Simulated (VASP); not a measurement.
# Al (a cell with a defect) in VASP: further runs, part 2 of 2

VASP 6.6.1.

## 3. Relaxation of the atoms, PBEsol

Contents of INCAR:

```
SYSTEM = Al
ALGO     = Normal         ! electronic algorithm
EDIFF    = 1E-7           ! SCF threshold, eV
EDIFFG   = -0.02          ! ionic threshold
ENCUT    = 400            ! plane-wave cutoff, eV
GGA      = PS             ! functional
IBRION   = 2              ! ionic algorithm
ISIF     = 2              ! what is computed and relaxed
ISMEAR   = -1             ! smearing method
LASPH    = .TRUE.         ! aspherical terms in the spheres
LCHARG   = .FALSE.        ! write CHGCAR
LREAL    = .FALSE.        ! projectors in reciprocal space
LWAVE    = .FALSE.        ! write WAVECAR
NELM     = 80             ! most SCF steps
NSW      = 60             ! ionic steps
PREC     = Accurate       ! precision mode
SIGMA    = 0.05           ! smearing width, eV
```

Contents of KPOINTS:

```
k-points
0
G
  6 6 6
  0 0 0
```

Contents of POSCAR:

```
Al
1.0
    8.0800000000      0.0000000000      0.0000000000
    0.0000000000      8.0800000000      0.0000000000
    0.0000000000      0.0000000000      8.0800000000
Al
31
Direct
    0.0000000000      0.0000000000      0.5000000000
    0.0000000000      0.5000000000      0.0000000000
    0.0000000000      0.5000000000      0.5000000000
    0.5000000000      0.0000000000      0.0000000000
    0.5000000000      0.0000000000      0.5000000000
    0.5000000000      0.5000000000      0.0000000000
    0.5000000000      0.5000000000      0.5000000000
    0.0000000000      0.2500000000      0.2500000000
    0.0000000000      0.2500000000      0.7500000000
    0.0000000000      0.7500000000      0.2500000000
    0.0000000000      0.7500000000      0.7500000000
    0.5000000000      0.2500000000      0.2500000000
    0.5000000000      0.2500000000      0.7500000000
    0.5000000000      0.7500000000      0.2500000000
    0.5000000000      0.7500000000      0.7500000000
    0.2500000000      0.0000000000      0.2500000000
    0.2500000000      0.0000000000      0.7500000000
    0.2500000000      0.5000000000      0.2500000000
    0.2500000000      0.5000000000      0.7500000000
    0.7500000000      0.0000000000      0.2500000000
    0.7500000000      0.0000000000      0.7500000000
    0.7500000000      0.5000000000      0.2500000000
    0.7500000000      0.5000000000      0.7500000000
    0.2500000000      0.2500000000      0.0000000000
    0.2500000000      0.2500000000      0.5000000000
    0.2500000000      0.7500000000      0.0000000000
    0.2500000000      0.7500000000      0.5000000000
    0.7500000000      0.2500000000      0.0000000000
    0.7500000000      0.2500000000      0.5000000000
    0.7500000000      0.7500000000      0.0000000000
    0.7500000000      0.7500000000      0.5000000000
```

Potentials or basis: VASP PAW PBE potentials, release 64 (Al).

Command:

```
cat potpaw_PBE.64/Al/POTCAR > POTCAR
mpirun -np 1 vasp_std > vasp.out
```

Run time: 19 min. Hardware: 1 thread of Intel Xeon 6975P-C (Granite Rapids), shared host; peak memory 0.58 GiB.

The run converged. Its results:

```
Free energy                  : -125.9896 eV
Energy gained by relaxing    : 1.8 meV/atom
Ionic steps                  : 5
Pressure after relaxing      : -2.0 GPa
Largest force after relaxing : 0.003 eV/Å
Band gap on the k mesh       : none (metal or under the smearing width)
```

Forces on the atoms (eV/Å):
```
Al   0.000  0.000  0.000
Al   0.000  0.000  0.000
Al   0.000  0.000  0.000
Al   0.000  0.000  0.000
Al   0.000  0.000  0.000
Al   0.000  0.000  0.000
Al   0.000  0.000  0.000
Al   0.000  0.002  0.002
Al   0.000  0.002 -0.002
Al   0.000 -0.002  0.002
Al   0.000 -0.002 -0.002
Al   0.000 -0.001 -0.001
Al   0.000 -0.001  0.001
Al   0.000  0.001 -0.001
Al   0.000  0.001  0.001
Al   0.002  0.000  0.002
Al   0.002  0.000 -0.002
Al  -0.001  0.000 -0.001
Al  -0.001  0.000  0.001
Al  -0.002  0.000  0.002
Al  -0.002  0.000 -0.002
Al   0.001  0.000 -0.001
Al   0.001  0.000  0.001
Al   0.002  0.002  0.000
Al  -0.001 -0.001  0.000
Al   0.002 -0.002  0.000
Al  -0.001  0.001  0.000
Al  -0.002  0.002  0.000
Al   0.001 -0.001  0.000
Al  -0.002 -0.002  0.000
Al   0.001  0.001  0.000
```

The path:
```
step  energy change (eV)  largest force (eV/Å)  pressure (GPa)
   1              0.0000                0.2132           -1.90
   2             -0.0235                0.1600           -1.94
   3             -0.0516                0.0536           -2.02
   4             -0.0537                0.0319           -2.03
   5             -0.0547                0.0031           -2.03
```

Final structure:
```
CELL_PARAMETERS angstrom
8.08000 0.00000 0.00000
0.00000 8.08000 0.00000
0.00000 0.00000 8.08000
ATOMIC_POSITIONS crystal
Al 0.00000 0.00000 0.50000
Al 0.00000 0.50000 0.00000
Al 0.00000 0.50000 0.50000
Al 0.50000 0.00000 0.00000
Al 0.50000 0.00000 0.50000
Al 0.50000 0.50000 0.00000
Al 0.50000 0.50000 0.50000
Al 0.00000 0.24619 0.24619
Al 0.00000 0.24619 0.75381
Al 0.00000 0.75381 0.24619
Al 0.00000 0.75381 0.75381
Al 0.50000 0.24977 0.24977
Al 0.50000 0.24977 0.75023
Al 0.50000 0.75023 0.24977
Al 0.50000 0.75023 0.75023
Al 0.24619 0.00000 0.24619
Al 0.24619 0.00000 0.75381
Al 0.24977 0.50000 0.24977
Al 0.24977 0.50000 0.75023
Al 0.75381 0.00000 0.24619
Al 0.75381 0.00000 0.75381
Al 0.75023 0.50000 0.24977
Al 0.75023 0.50000 0.75023
Al 0.24619 0.24619 0.00000
Al 0.24977 0.24977 0.50000
Al 0.24619 0.75381 0.00000
Al 0.24977 0.75023 0.50000
Al 0.75381 0.24619 0.00000
Al 0.75023 0.24977 0.50000
Al 0.75381 0.75381 0.00000
Al 0.75023 0.75023 0.50000
```

Levels at points of the mesh, in eV from the Fermi level:
| k point | band 43 | band 44 | band 45 | band 46 | band 47 | band 48 | band 49 | band 50 | band 51 | band 52 |
| --- | --- | --- | --- | --- | --- | --- | --- | --- | --- | --- |
| (0.00, 0.00, 0.00) | -0.41 | -0.41 | -0.41 | 0.28 | 0.38 | 0.38 | 0.38 | 0.40 | 0.40 | 1.19 |
| (0.50, 0.00, 0.00) | -0.81 | -0.44 | -0.30 | -0.29 | -0.24 | -0.23 | -0.23 | 0.00 | 0.23 | 0.23 |
| (0.50, 0.50, 0.00) | -1.05 | -1.05 | -0.34 | -0.34 | -0.32 | 0.33 | 0.86 | 0.97 | 0.99 | 0.99 |
| (0.50, 0.50, 0.50) | -0.69 | -0.69 | -0.67 | -0.67 | -0.67 | -0.64 | -0.64 | -0.41 | -0.41 | -0.41 |

Caveat: the PAW data sets were made with another functional, which shifts forces and pressure a little.

## 4. Relaxation of the atoms, LDA

Contents of INCAR:

```
  PREC = Accurate
  ENCUT = 400
  EDIFF = 1E-7
  ISMEAR = -1
  SIGMA = 0.05
  LREAL = F
  LASPH = T
  NELM = 100
  ALGO = Normal
  ISIF = 2
  LWAVE = F
  LCHARG = F
  IBRION = 2
  NSW = 60
  EDIFFG = -0.005
```

Contents of KPOINTS:

```
regular mesh
0
Gamma
  6 6 6
```

POSCAR is that of step 3.

Potentials or basis: VASP PAW LDA potentials, release 64 (Al).

Command:

```
cat potpaw_LDA.64/Al/POTCAR > POTCAR
mpirun -np 1 vasp_std > vasp.out
```

Run time: 34 min. Hardware: 1 thread of Intel Xeon Platinum 8259CL at 2.50GHz (Skylake/Cascade Lake), shared host; peak memory 0.48 GiB.

It converged, with:

```yaml
Free_energy: -128.9185 eV
Energy_gained_by_relaxing: 1.5 meV/atom
Ionic_steps: 6
Pressure_after_relaxing: -3.7 GPa
Band_gap_on_the_k_mesh: none (metal or under the smearing width)
```

Step by step:
| step | energy change (eV) | largest force (eV/Å) | pressure (GPa) |
| --- | --- | --- | --- |
| 1 | 0.0000 | 0.1856 | -3.53 |
| 2 | -0.0182 | 0.1435 | -3.57 |
| 3 | -0.0430 | 0.0437 | -3.64 |
| 4 | -0.0430 | 0.0464 | -3.64 |
| 5 | -0.0447 | 0.0286 | -3.65 |
| 6 | -0.0458 | 0.0007 | -3.66 |

Final structure:
```
Al
1.0
     8.08000    0.00000    0.00000
     0.00000    8.08000    0.00000
     0.00000    0.00000    8.08000
Al
31
Direct
  0.00000 0.00000 0.50000
  0.00000 0.50000 0.00000
  0.00000 0.50000 0.50000
  0.50000 0.00000 0.00000
  0.50000 0.00000 0.50000
  0.50000 0.50000 0.00000
  0.50000 0.50000 0.50000
  0.00000 0.24639 0.24639
  0.00000 0.24639 0.75361
  0.00000 0.75361 0.24639
  0.00000 0.75361 0.75361
  0.50000 0.24985 0.24985
  0.50000 0.24985 0.75015
  0.50000 0.75015 0.24985
  0.50000 0.75015 0.75015
  0.24639 0.00000 0.24639
  0.24639 0.00000 0.75361
  0.24985 0.50000 0.24985
  0.24985 0.50000 0.75015
  0.75361 0.00000 0.24639
  0.75361 0.00000 0.75361
  0.75015 0.50000 0.24985
  0.75015 0.50000 0.75015
  0.24639 0.24639 0.00000
  0.24985 0.24985 0.50000
  0.24639 0.75361 0.00000
  0.24985 0.75015 0.50000
  0.75361 0.24639 0.00000
  0.75015 0.24985 0.50000
  0.75361 0.75361 0.00000
  0.75015 0.75015 0.50000
```

Levels at points of the mesh, in eV from the Fermi level:
| k point | band 45 | band 46 | band 47 | band 48 | band 49 | band 50 |
| --- | --- | --- | --- | --- | --- | --- |
| (0.00, 0.00, 0.00) | -0.39 | 0.33 | 0.42 | 0.42 | 0.42 | 0.44 |
| (0.50, 0.00, 0.00) | -0.29 | -0.27 | -0.23 | -0.23 | -0.23 | 0.01 |
| (0.50, 0.50, 0.00) | -0.38 | -0.38 | -0.37 | 0.30 | 0.85 | 0.97 |
| (0.50, 0.50, 0.50) | -0.67 | -0.67 | -0.67 | -0.64 | -0.64 | -0.41 |

## 5. Overview

```tsv
level	potentials or basis	gap on the mesh (eV)	pressure (GPa)
PBE	VASP PAW PBE potentials, release 64 (Al)	none	-0.7
PBEsol	VASP PAW PBE potentials, release 64 (Al)	none	-2.0
LDA	VASP PAW LDA potentials, release 64 (Al)	none	-3.7
```

Alike in all rows: task relaxation of the atoms; no spin polarisation; cell atoms relaxed; k mesh 6 × 6 × 6; cutoff (eV) 400; smearing fermi-dirac 0.05 eV.

Caveats: the PAW data sets were made with another functional, which shifts forces and pressure a little (some runs).

Total energies depend on the potentials used, so only differences within one code and one set of settings carry meaning.
